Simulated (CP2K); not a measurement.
# AlNi (Pm-3m) in CP2K: further runs, part 2 of 2

CP2K 2026.2.

## Step 4: Single point, PBEsol, collinear spin, antiferromagnetic start

Input file alni_scf.inp:

```
&GLOBAL
  PROJECT alni_scf
  RUN_TYPE ENERGY_FORCE
  PRINT_LEVEL LOW
&END GLOBAL
&FORCE_EVAL
  METHOD QS
  STRESS_TENSOR ANALYTICAL
  &DFT
    BASIS_SET_FILE_NAME BASIS_MOLOPT
    BASIS_SET_FILE_NAME BASIS_MOLOPT_UZH
    POTENTIAL_FILE_NAME GTH_POTENTIALS
    UKS T
    MULTIPLICITY 1
    &MGRID
      CUTOFF 600
      REL_CUTOFF 60
      NGRIDS 4
    &END MGRID
    &QS
      METHOD GPW
      EPS_DEFAULT 1.0E-9
    &END QS
    &KPOINTS
      SCHEME MONKHORST-PACK 4 7 7
      GAMMA_CENTERED T
      SYMMETRY T
      SYMMETRY_BACKEND SPGLIB
    &END KPOINTS
    &SCF
      SCF_GUESS ATOMIC
      EPS_SCF 1.0E-6
      MAX_SCF 150
      ADDED_MOS 20 20
      CHOLESKY OFF
      EPS_EIGVAL 1.0E-7
      &DIAGONALIZATION ON
        ALGORITHM STANDARD
      &END DIAGONALIZATION
      &MIXING ON
        METHOD PULAY_MIXING
        ALPHA 0.4
        BETA 1.5
        NBUFFER 6
      &END MIXING
      &SMEAR ON
        METHOD FERMI_DIRAC
        ELECTRONIC_TEMPERATURE [K] 580.226
      &END SMEAR
    &END SCF
    &XC
      &XC_FUNCTIONAL
        &PBE
          PARAMETRIZATION PBESOL
        &END PBE
      &END XC_FUNCTIONAL
    &END XC
    &PRINT
      &KPOINTS ON
      &END KPOINTS
      &MULLIKEN ON
      &END MULLIKEN
      &MO ON
        ENERGIES T
        OCCUPATION_NUMBERS T
        &EACH
          QS_SCF 0
        &END EACH
        ADD_LAST NUMERIC
      &END MO
    &END PRINT
  &END DFT
  &SUBSYS
    &CELL
      A 5.7620000000 0.0000000000 0.0000000000
      B 0.0000000000 2.8810000000 0.0000000000
      C 0.0000000000 0.0000000000 2.8810000000
      PERIODIC XYZ
    &END CELL
    &COORD
      Ni1 1.4405000000 1.4405000000 1.4405000000
      Ni2 4.3215000000 1.4405000000 1.4405000000
      Al  0.0000000000 0.0000000000 0.0000000000
      Al  2.8810000000 0.0000000000 0.0000000000
    &END COORD
    &KIND Ni1
      ELEMENT Ni
      BASIS_SET DZVP-MOLOPT-SR-GTH-q18
      POTENTIAL GTH-PBE-q18
      MAGNETIZATION 1.0
    &END KIND
    &KIND Ni2
      ELEMENT Ni
      BASIS_SET DZVP-MOLOPT-SR-GTH-q18
      POTENTIAL GTH-PBE-q18
      MAGNETIZATION -1.0
    &END KIND
    &KIND Al
      BASIS_SET DZVP-MOLOPT-PBE-GTH-q3
      POTENTIAL GTH-PBE-q3
      POTENTIAL_FILE_NAME POTENTIAL_UZH
    &END KIND
    &PRINT
      &ATOMIC_COORDINATES ON
      &END ATOMIC_COORDINATES
      &CELL ON
      &END CELL
    &END PRINT
  &END SUBSYS
  &PRINT
    &FORCES ON
    &END FORCES
    &STRESS_TENSOR ON
    &END STRESS_TENSOR
  &END PRINT
&END FORCE_EVAL
```

Potentials or basis: GTH_POTENTIALS Ni GTH-PBE-q18; POTENTIAL_UZH Al GTH-PBE-q3; DZVP-MOLOPT-SR-GTH, DZVP-MOLOPT-PBE-GTH basis.

Command:

```
$ OMP_NUM_THREADS=1 cp2k.psmp -i alni_scf.inp -o alni_scf.out
```

alni_scf.out:

```text

 CP2K| version string:                                       CP2K version 2026.2
 CP2K| Input file name                                              alni_scf.inp

 GLOBAL| Force Environment number                                              1
 GLOBAL| Basis set file name                                        BASIS_MOLOPT
 GLOBAL| Potential file name                                      GTH_POTENTIALS
 GLOBAL| MM Potential file name                                     MM_POTENTIAL
 GLOBAL| Coordinate file name                                      __STD_INPUT__
 GLOBAL| Method name                                                        CP2K
 GLOBAL| Project name                                                   alni_scf
 GLOBAL| Run type                                                   ENERGY_FORCE
 GLOBAL| FFT library                                                       FFTW3
 GLOBAL| Diagonalization library                                       ScaLAPACK
 GLOBAL| Cholesky decomposition library                                ScaLAPACK
 GLOBAL| DGEMM library                                                      BLAS
 GLOBAL| Direct generalized diagonalization requested                          F
 GLOBAL| Matrix multiplication library                                 ScaLAPACK
 GLOBAL| Global print level                                                  LOW
 GLOBAL| Total number of message passing processes                             1
 GLOBAL| Number of threads for this process                                    1
 GLOBAL| CPU model name                                                  UNKNOWN

 CELL| Volume [angstrom^3]:                                            47.825528
 CELL| Vector a [angstrom]:       5.762     0.000     0.000   |a| =     5.762000
 CELL| Vector b [angstrom]:       0.000     2.881     0.000   |b| =     2.881000
 CELL| Vector c [angstrom]:       0.000     0.000     2.881   |c| =     2.881000
 CELL| Angle (b,c), alpha [degree]:                                    90.000000
 CELL| Angle (a,c), beta  [degree]:                                    90.000000
 CELL| Angle (a,b), gamma [degree]:                                    90.000000
 CELL| Numerically orthorhombic:                                             YES
 CELL| Periodicity                                                           XYZ

 CELL_REF| Volume [angstrom^3]:                                        47.825528
 CELL_REF| Vector a [angstrom     5.762     0.000     0.000   |a| =     5.762000
 CELL_REF| Vector b [angstrom     0.000     2.881     0.000   |b| =     2.881000
 CELL_REF| Vector c [angstrom     0.000     0.000     2.881   |c| =     2.881000
[... 151 lines left out ...]
  Core Hamiltonian energy:                                    148.41000592022985
  Hartree energy:                                              77.89310794119716
  Exchange-correlation energy:                                -35.17322759150945
  Electronic entropic energy:                                  -0.00046557157372
  Fermi energy:                                                 0.39931355873477

  Total energy:                                              -342.43248481360331
  Total energy (extrapolated to T->0):                       -342.43225202781645

 MO| ALPHA EIGENVALUES AND OCCUPATION NUMBERS FOR K POINT 1
 MO|
 MO|  Index      Eigenvalue [a.u.]        Eigenvalue [eV]             Occupation
 MO|      1              -3.485211             -94.837417               1.000000
 MO|      2              -3.485179             -94.836555               1.000000
 MO|      3              -1.893690             -51.529935               1.000000
 MO|      4              -1.893688             -51.529880               1.000000
 MO|      5              -1.893632             -51.528359               1.000000
 MO|      6              -1.893631             -51.528318               1.000000
[... 644 lines left out ...]
 MO|     40               1.227204              33.393924               0.000000
 MO|     41               1.256203              34.183022               0.000000
 MO| Sum:                                                              20.974796
 MO| E(Fermi):            0.399314 a.u.         10.865875 eV

 [... the levels of further k-points ...]

  Integrated spin density:                                          0.0000000000
  Integrated absolute spin density:                                 0.0000003606

 !-----------------------------------------------------------------------------!
                     Mulliken Population Analysis

 #  Atom  Element  Kind  Atomic population (alpha,beta) Net charge  Spin moment
       1     Ni       1         9.559084     9.559084    -1.118167    -0.000000
       2     Ni       2         9.559084     9.559084    -1.118167     0.000000
       3     Al       3         0.940939     0.940939     1.118123    -0.000000
       4     Al       3         0.940894     0.940894     1.118212    -0.000000
 # Total charge and spin       21.000000    21.000000     0.000000     0.000000

 !-----------------------------------------------------------------------------!

 ENERGY| Total FORCE_EVAL ( QS ) energy [hartree]           -342.432463513268203

 FORCES| Atomic forces [hartree/bohr]
 FORCES|   Atom     x               y               z               |f|
 FORCES|      1  1.50132574E-07  5.96452999E-13  4.82184209E-13   1.50132574E-07
 FORCES|      2 -1.50133048E-07 -4.75192410E-13 -5.91317580E-13   1.50133048E-07
 FORCES|      3 -8.42935215E-10  2.44866573E-11  2.46184139E-11   8.43650069E-10
 FORCES|      4  8.44902744E-10  2.44877544E-11  2.46204460E-11   8.45616026E-10
 FORCES| Sum     1.49342273E-12  4.90956723E-11  4.91297266E-11
 FORCES| Total atomic force                                       6.94719036E-11

 STRESS| Analytical stress tensor [bar]
 STRESS|                        x                   y                   z
 STRESS|      x       -7.05957580942E+03   5.65699165819E-06   5.81528469976E-06
 STRESS|      y        5.65699165819E-06  -2.31012879817E+04   5.99951844749E-05
 STRESS|      z        5.81528469976E-06   5.99951844749E-05  -2.31012622365E+04
 STRESS| 1/3 Trace                                            -1.77540420092E+04
 STRESS| Determinant                                          -3.76747613905E+12

 STRESS| Eigenvectors and eigenvalues of the analytical stress tensor [bar]
 STRESS|                        1                   2                   3
 STRESS| Eigenvalues  -2.31012879819E+04  -2.31012622364E+04  -7.05957580942E+03
 STRESS|      x          -0.000000000352     -0.000000000363      1.000000000000
 STRESS|      y           0.999997284798      0.002330321132      0.000000000353
 STRESS|      z          -0.002330321132      0.999997284798      0.000000000363
```

It took 94 s on 1 thread of Arm Neoverse V2, shared host; peak memory 0.48 GiB.

Results:

- Free energy: -9318.0612 eV
- Pressure: -1.8 GPa
- Band gap on the k mesh: none (metal or under the smearing width)
- Net moment: 0.00 μB per cell
- Absolute moment: 0.00 μB per cell
- Mulliken charges: Ni -1.12; Al +1.12 e

Caveat: Mulliken charges move with the basis; the potentials were made for another functional, which shifts forces and pressure; the basis of atomic orbitals isn't converged, which shifts pressures, moduli and gaps.
